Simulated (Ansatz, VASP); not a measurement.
# Li2CoCl4: VASP beside Ansatz, part 3 of 3

Wanted: the spread between two codes on one cell, functional and k mesh.

VASP 6.6.1 and Ansatz 0.2.0.

So far. Step 2 (VASP: relaxation of cell and atoms, r2SCAN with rVV10): The cell holds one magnetic atom, so no antiferromagnetic order fits into it. Experiment finds antiferromagnetic order in this phase (below 6.8 K, arxiv:2307.06899), so this ferromagnetic run describes another state.

### 3. Ansatz: relaxation of cell and atoms, r2SCAN with rVV10

Level of this step: Ansatz beside VASP: Kohn-Sham DFT, plane waves, r2SCAN with rVV10 (Ansatz).

Ansatz runs on its default PAW (the set named soft_2) files.

The same cell, functional, mesh and smearing now go to Ansatz, which takes its cutoff from its data sets.

The input, input.yaml:

```yaml
crystal:
  lattice:
    - [3.61922174, -4.91556789, 0.0]
    - [3.61922174, 4.91556789, 0.0]
    - [0.0, 0.0, 3.58948008]
  atoms:
    - { symbol: Li, position: [0.5, 0.0, 0.5] }
    - { symbol: Li, position: [0.0, 0.5, 0.5] }
    - { symbol: Co, position: [0.0, 0.0, 0.0], spin: 2.0 }
    - { symbol: Cl, position: [0.77130017, 0.77130017, 0.5] }
    - { symbol: Cl, position: [0.7664696, 0.2335304, 0.0] }
    - { symbol: Cl, position: [0.22869983, 0.22869983, 0.5] }
    - { symbol: Cl, position: [0.2335304, 0.7664696, 0.0] }
hamiltonian:
  xc: r2scan
  pseudopotentials: { kind: paw }
  dispersion: rvv10
magnetization:
  spin_polarized: true
kpoints:
  mp_grid: { grid: [4, 4, 6] }
scf:
  occupations: { method: fermi_dirac, width: 0.05 }
relax:
  f_tol: 0.01
  max_steps: 60
  cell: { stress_tol: 0.05 }
output:
  forces: true
  stress: true
  write_density: true
  write_potential: true
  elf: true
  volumetric_format: npy
```

The run is started by

```sh
ansatz run input.yaml --threads 4 --pin off --max-ram 9216MiB --backend cpu --events-out ev --progress --plain --runs-dir out
```

Numbers of over 12 decimals in the logs are rounded to 6 here.

Output:

```text
Engine: ansatz 0.2.0, aarch64-unknown-linux-gnu
Pseudopotentials: kind: paw
Pseudopotential: Li, paw, valence charge 3, recommended cutoff 500 eV (meta_gga), Li.paw.azcp
Pseudopotential: Co, paw, valence charge 17, recommended cutoff 500 eV (meta_gga), Co.paw.azcp
Pseudopotential: Cl, paw, valence charge 7, recommended cutoff 500 eV (meta_gga), Cl.paw.azcp
Functional definition: r2SCAN+rVV10
  parameter k0 = 0.174
  parameter k1 = 0.065
  parameter a1 = 4.9479
  exchange = r2scan_x(k0 = k0, k1 = k1, a1 = a1)
  correlation = r2scan_c + rvv10(11.95, 0.0093)
Crystal: 7 atoms, lattice volume = 127.718 Å³
Basis set: ecut = 500 eV, 3249 PW (Γ), exchange–correlation on 200×200×120 points (64 copies of the dense FFT grid, shifted against one another)
Bands: 34, of which v1, the nominal top of the filled ones, is band 26 counted from 1 (25 counted from 0)
Symmetry: 8 space group operations
Space group: Cmmm (ITA 65), of the structure as read, at distance tolerance 5.0e-5 Å
Magnetic group: BNS 65.481 (UNI 579), of the structure as read, at distance tolerance 5.0e-5 Å
k-points: 28 of 96
Non-local potential: Li, projectors of the file, l = 0: 3, l = 1: 2, l = 2: 1
Non-local potential: Co, projectors of the file, l = 0: 3, l = 1: 2, l = 2: 3, l = 3: 1
Non-local potential: Cl, projectors of the file, l = 0: 2, l = 1: 2, l = 2: 2
PAW form: soft (Blöchl's): semilocal exchange-correlation on the pseudo side does not see the compensation charge
rVV10 density: all electrons in the spheres
PAW frozen core: Co, regenerated for the run's functional (the file was generated under x = pbe(κ = 0.804, μ = 0.219515), c = pbe(β = 0.066725))
PAW frozen core: Cl, regenerated for the run's functional (the file was generated under x = pbe(κ = 0.804, μ = 0.219515), c = pbe(β = 0.066725))
PAW one-centre angular grid: Li, 302 points (default); XC on 327 of its mesh's 2665 points in the sphere
PAW one-centre angular grid: Co, 590 points (default); XC on 160 Gauss nodes
PAW one-centre angular grid: Cl, 302 points (default); XC on 160 Gauss nodes
Initial density: superposition of atomic densities (chi_scale 0.1, normalization cell, long waves kept (reshape's long-wave potential 0.19 eV rms))
Starting moments: Σ|m| = 2 μB on 1 of 7 sites
Initial wavefunctions: pseudopotential atomic-orbital guess
Functional: x = r2scan, c = r2scan + rvv10(b = 11.95, C = 0.0093); τ floored in thin density (d = 2e-4 eV/Å³)
SCF iter   1: F=—  HF=-9885.725963 eV  |F-HF|=—  |Δ(HF+E_count)|=         —  Δρ=1.53e-1 (↑9.39e-2 ↓1.53e-1)  dr2=7.08e1  dr2_τ=1.40e-1  dr2_m=1.15e0  M=1.053 μB ∫|m|=1.238 μB  β_m=0.63  ethr=3.10e-3  ⟨swp⟩=7.9  Hψ=8916  notcnv=0  defer=8
Mixer restart at iter 1: flushing history
preconditioner: auto → Kerker (q_TF=auto, 2.341 Å⁻¹)  [metal: Δε(μ)=0.043 eV  Ē_g=12.078 eV  σ=0.050 eV  W_gap=0.20  n_scr=30 (ndim 8)  ℏωp=20.5 eV  f_vac=0.022  D(μ)=3.26/eV (n_scr^D=22)]
spin=Collinear: Kerker preconditioning applied to the charge; magnetization (m = ρ↑ − ρ↓) channel mixes plain (no charge-response kernel on spin).
SCF iter   2: F=—  HF=-9883.893823 eV  |F-HF|=—  |Δ(HF+E_count)|=    1.83e0  Δρ=3.32e-2 (↑3.32e-2 ↓2.82e-2)  dr2=8.77e0  dr2_τ=1.07e-1  dr2_m=9.94e-2  M=1.594 μB ∫|m|=1.740 μB  β_m=0.57  ethr=3.10e-3  ⟨swp⟩=3.7  Hψ=5247  notcnv=0  defer=153  κ⁻¹=1.0e0(r=1)
SCF iter   3: F=—  HF=-9882.999890 eV  |F-HF|=—  |Δ(HF+E_count)|=   8.94e-1  Δρ=1.71e-2 (↑1.71e-2 ↓1.70e-2)  dr2=2.77e0  dr2_τ=1.77e-2  dr2_m=1.50e-2  M=1.559 μB ∫|m|=1.749 μB  β_m=1.00  ethr=3.10e-3  ⟨swp⟩=3.0  Hψ=3090  notcnv=0  defer=162  κ⁻¹=1.5e-2(r=2)
SCF iter   4: F=—  HF=-9882.522404 eV  |F-HF|=—  |Δ(HF+E_count)|=   4.77e-1  Δρ=1.31e-2 (↑1.31e-2 ↓1.23e-2)  dr2=7.57e-1  dr2_τ=9.47e-3  dr2_m=8.52e-4  M=1.466 μB ∫|m|=1.688 μB  β_m=1.00  ethr=3.10e-3  ⟨swp⟩=3.1  Hψ=3186  notcnv=0  defer=154  κ⁻¹=3.6e-3(r=3)
SCF iter   5: F=—  HF=-9882.826330 eV  |F-HF|=—  |Δ(HF+E_count)|=   3.04e-1  Δρ=9.27e-3 (↑8.11e-3 ↓9.27e-3)  dr2=3.62e-1  dr2_τ=1.16e-3  dr2_m=4.03e-3  M=1.345 μB ∫|m|=1.567 μB  β_m=1.00  ethr=1.48e-3  ⟨swp⟩=3.0  Hψ=4261  notcnv=0  defer=155  κ⁻¹=6.1e-4(r=4)
SCF iter   6: F=—  HF=-9882.842441 eV  |F-HF|=—  |Δ(HF+E_count)|=   1.61e-2  Δρ=4.93e-3 (↑4.93e-3 ↓4.19e-3)  dr2=1.26e-1  dr2_τ=5.02e-4  dr2_m=2.50e-3  M=1.266 μB ∫|m|=1.489 μB  β_m=1.00  ethr=7.10e-4  ⟨swp⟩=2.0  Hψ=2370  notcnv=0  defer=155  κ⁻¹=2.4e-4(r=5)
SCF iter   7: F=—  HF=-9884.626591 eV  |F-HF|=—  |Δ(HF+E_count)|=         —  Δρ=6.72e-2 (↑6.31e-2 ↓6.72e-2)  dr2=3.34e-1  dr2_τ=5.49e-2  dr2_m=4.62e0  M=3.000 μB ∫|m|=3.013 μB  β_m=1.00  ethr=2.47e-4  ⟨swp⟩=3.0  Hψ=4135  notcnv=0  defer=158
Mixer restart at iter 7: flushing history
SCF iter   8: F=—  HF=-9883.471318 eV  |F-HF|=—  |Δ(HF+E_count)|=    1.16e0  Δρ=1.03e-2 (↑1.03e-2 ↓3.40e-3)  dr2=5.74e-2  dr2_τ=8.30e-4  dr2_m=3.93e-2  M=3.000 μB ∫|m|=3.055 μB  β_m=1.00  ethr=9.80e-5  ⟨swp⟩=3.3  Hψ=4479  notcnv=0  defer=158
SCF iter   9: F=—  HF=-9883.452924 eV  |F-HF|=—  |Δ(HF+E_count)|=         —  Δρ=2.56e-3 (↑2.56e-3 ↓2.17e-3)  dr2=2.46e-2  dr2_τ=9.38e-4  dr2_m=2.32e-4  M=3.000 μB ∫|m|=3.066 μB  β_m=1.00  ethr=9.80e-5  ⟨swp⟩=2.0  Hψ=3640  notcnv=0  defer=156
Mixer restart at iter 9: flushing history
[...]
relax step   2: F+E_penalty+E_count = -9883.52856851 eV  Δ(F+E_penalty+E_count) = -7.481e-2 eV  max|allowed force component| = 3.059e-1 eV/Å  Δτ_max = 0.0490 Å  P = +0.760 GPa  Ω = 127.885 Å³  energy of the carried Pulay correction = -3.761e-5 eV  (10 SCF iters, dr2 threshold 7.00e-7 eV, accepted)
[...]
relax step   3: F+E_penalty+E_count = -9883.54875577 eV  Δ(F+E_penalty+E_count) = -2.019e-2 eV  max|allowed force component| = 9.426e-2 eV/Å  Δτ_max = 0.0202 Å  P = +0.004 GPa  Ω = 129.206 Å³  energy of the carried Pulay correction = -3.333e-4 eV  (8 SCF iters, dr2 threshold 7.00e-7 eV, accepted)
[...]
relax step   4: F+E_penalty+E_count = -9883.55654751 eV  Δ(F+E_penalty+E_count) = -7.792e-3 eV  max|allowed force component| = 4.314e-2 eV/Å  Δτ_max = 0.0099 Å  P = -0.095 GPa  Ω = 129.265 Å³  energy of the carried Pulay correction = -3.465e-4 eV  (8 SCF iters, dr2 threshold 7.00e-7 eV, accepted)
[...]
relax step   5: F+E_penalty+E_count = -9883.55769087 eV  Δ(F+E_penalty+E_count) = -1.143e-3 eV  max|allowed force component| = 2.818e-3 eV/Å  Δτ_max = 0.0035 Å  P = -0.024 GPa  Ω = 129.310 Å³  energy of the carried Pulay correction = -3.566e-4 eV  (8 SCF iters, dr2 threshold 2.01e-7 eV, accepted)
[...]
relax step   6: F+E_penalty+E_count = -9883.55812667 eV  Δ(F+E_penalty+E_count) = -4.358e-4 eV  max|allowed force component| = 2.728e-3 eV/Å  Δτ_max = 0.0000 Å  P = -0.023 GPa  Ω = 129.310 Å³  stress off target by 3.61e-2 GPa  SCF on the basis re-selected at this cell (its energy is not comparable with the rows above)  (11 SCF iters)
basis re-selected at this cell: Δ(F+E_penalty+E_count) = -4.358e-4 eV, ΔP = +0.001 GPa vs the last step (what re-selecting the basis moved, of the pressure what is left beyond the Pulay correction that the steps carried, after the strain that the cell walked since its last selection, with what the two solves' SCF thresholds leave and, on support functions, any second-order correction that the steps lacked; it is no measure of the basis error at this ecutwfc). The dense FFT grid was sized anew with the basis: this SCF ran on 54×54×30 points, the steps before it on 50×50×30, so part of this shift can come from that change (see relax.cell in the input reference). [rest of the remark cut]
SCF converged after 11 iterations
Stability not checked: this state was not tested for a lower state beside it, because the mixer in use, unlike msr1, does not test its closes by its own steps (another_mixer; see scf.mixing.algorithm and scf.lower_state_search)
Magnetization: 3.0000 μB (27.0000 up, 24.0000 down)
Absolute magnetization: 3.0681 μB (∫|ρ↑−ρ↓|, with the PAW one-centre terms)
Spin contamination: 0.0061 ħ² per cell (⟨S²⟩ above its minimum at these occupations)
Per-site moments (μB) at R_I (Å): [(0.00013254, 1.042549), (0.00013254, 1.042549), (2.604914, 1.004574), (0.090940, 1.006845), (0.049458, 1.004574), (0.090940, 1.006845), (0.049458, 1.004574)]
Free energy (F): -9883.558127 eV
Harris-Foulkes:  -9883.558127 eV  (|F-HF|=3.64e-12)
Internal energy: -9883.558126 eV  (E = F + TS)
E sigma→0 (E₀):  -9883.558127 eV
Entropy (-TS):   -0.000000 eV (-0.000 meV/atom)
Fermi energy:    4.600346 eV
--- Per-component energies (eV) ---
  E_band       = -753.238324
  E_kinetic    = 1131.300605
  E_local      = -6324.435490  (includes V_loc(G=0)·N_el)
  E_nonlocal   = 515.158199
  E_hartree    = 2599.690839
  E_xc         = -588.872891
  E_vxc        = -792.597774  (∫ρ·V_xc dr)
  E_paw        = -4238.410701  (= ΣΔE_a)
  E_vpaw       = -525.864279  (= ΣTr[D̂ρ^β])
  E_aug_tail   = -0.000040  (compensation charges beyond the density's cutoff)
  E_vtau       = 43.818906  (kinetic-family band-sum trace: ∫τ·v_τ [+ j·A + Jᵃ·Aᵃ] dr)
  E_ewald      = -2977.147816
  E_core_change = -0.840833  (= ΣΔE_core)
  E_smearing   = -0.000000  (= −TS)
  E_closure    = -0.000000  (closes the sum)
  Σ components = -9883.558127   (vs F -9883.558127, Δ=0.00e0)
--- Forces (eV/Å), atoms counted from 1 ---
  atom   1  Li     0.00000000    -0.00000000     0.00000000
  atom   2  Li    -0.00000000     0.00000000     0.00000000
  atom   3  Co    -0.00000000     0.00000000     0.00000000
  atom   4  Cl    -0.00086776     0.00000000     0.00000000
  atom   5  Cl    -0.00000000    -0.00272794     0.00000000
  atom   6  Cl     0.00086776    -0.00000000    -0.00000000
  atom   7  Cl     0.00000000     0.00272794     0.00000000
  max |Σ_I F_I| component: 4.34e-19 eV/Å
--- Stress (GPa, compression-positive) ---
       -0.029239      -0.000000       0.000000
       -0.000000      -0.002624       0.000000
        0.000000       0.000000      -0.036101
  P = ⅓ Tr σ = -0.0227 GPa (-0.227 kbar)
--- Band table (eV; the first three rows and the last of 56) ---
  k-point 0 ↑: bands = [... 22 lower, 2.2157, 2.2995, 2.4893, 3.3788, 3.3913, 8.7425, 10.0829, 10.1001, ... 4 higher]
  k-point 1 ↑: bands = [... 22 lower, 2.1664, 2.1921, 2.3612, 3.0880, 3.2516, 9.5096, 10.7646, 10.8456, ... 4 higher]
  k-point 2 ↑: bands = [... 22 lower, 1.9236, 2.0361, 2.3718, 2.9867, 3.1829, 10.4898, 11.1684, 12.0471, ... 4 higher]
  k-point 27 ↓: bands = [... 22 lower, 3.5715, 3.9091, 5.2834, 6.4543, 6.9622, 9.6200, 10.0753, 10.5384, ... 4 higher]
--- Relaxed structure (5 steps of the walk, 5 accepted, 1 SCFs on fresh bases) ---
  F+E_penalty+E_count = -9883.55812667 eV   max|allowed force component| = 2.728e-3 eV/Å   (the final SCF, on the basis selected at the relaxed cell)
  cell:  # Å, volume = 129.3104 Å³
    - [3.575011, -5.048141, 2.84101287788486e-18]
    - [3.575011, 5.048141, 2.84101287788486e-18]
    - [2.8176663008747225e-18, 0, 3.582569]
  atoms:
    - { symbol: Li, position: [0.500000, 2.7558536641984407e-17, 0.500000] }
    - { symbol: Li, position: [2.7558536641984407e-17, 0.500000, 0.500000] }
    - { symbol: Co, position: [-1.0938878782059414e-19, 0, 0] }
    - { symbol: Cl, position: [0.768112, 0.768112, 0.500000] }
    - { symbol: Cl, position: [0.758789, 0.241211, 0] }
    - { symbol: Cl, position: [0.231888, 0.231888, 0.500000] }
    - { symbol: Cl, position: [0.241211, 0.758789, 0] }
```

The job ended after 2.9 min (4 threads of Arm Neoverse N1, shared host; peak memory 1.1 GiB).

### 4. Comparison

Known differences besides the PAW data sets themselves: VASP keeps PBE cores, Ansatz makes them for the functional; both relaxations stop at a tolerance, which leaves soft axes loose, and VASP keeps its plane-wave basis; the data sets hold 51 valence electrons in Ansatz (default PAW (the set named soft_2) files) and 43 in VASP; the cutoff is 500 eV in Ansatz and 700 eV in VASP; Ansatz adds a Pulay correction to the stress that steers its cell, VASP none; site moments are counted in spheres of each program's own size. Total energies have different zeros and are not compared.

Compared:

| quantity | Ansatz | VASP | difference |
| --- | --- | --- | --- |
| volume (Å³) | 129.31 | 126.98 | +1.84 % |
| edge a after relaxation, in the typed setting (Å) | 6.186 | 6.233 | -0.76 % |
| edge c after relaxation, in the typed setting (Å) | 3.583 | 3.495 | +2.50 % |
| total moment (μB) | 3.00 | 3.00 | 0.00 |
| moment on Co3 (μB) | 2.60 | 2.61 | 0.00 |
| moment on Cl4 (μB) | 0.09 | 0.12 | -0.03 |
| moment on Cl6 (μB) | 0.09 | 0.12 | -0.03 |

The walks stopped with -0.02 GPa left in Ansatz and 0.00 GPa in VASP; each walk ends within a tolerance, so the volume difference is uncertain by about these residues over the bulk modulus, most in soft cells.

### 5. What came out

```yaml
difference_in_edge_c_after_relaxation_in_the_typed_setting_relaxation_of_cell_and_atoms_r2scan_with_rvv10: 2.5 %
```

What this shows: The difference in edge c after relaxation, in the typed setting is 2.5 % (relaxation of cell and atoms, r2SCAN with rVV10), beyond the 1.2 % picked in this series as the mark of a large difference, as far as the stopping tolerances let one tell. No further run was made for the relaxation of cell and atoms, r2SCAN with rVV10 pair; the unlike valence counts (51 against 43 electrons) are a candidate cause, untested here. 1 further run on this material is not shown. Differences of this kind measure data sets and numerical settings, not the functional's error against experiment.

[Lines on the potential files, build, host, timing and source positions are cut from VASP's logs without a mark.]

[Logs are printed without paths, hosts, clocks, repeated set-up lines and the standing remarks that a program may print on its own settings, such as how far it seeks lower states.]

[Hosts, paths, dates, database ids (printed as entryN), source tags and the programs' standing remarks are cut or masked in the printed files.]
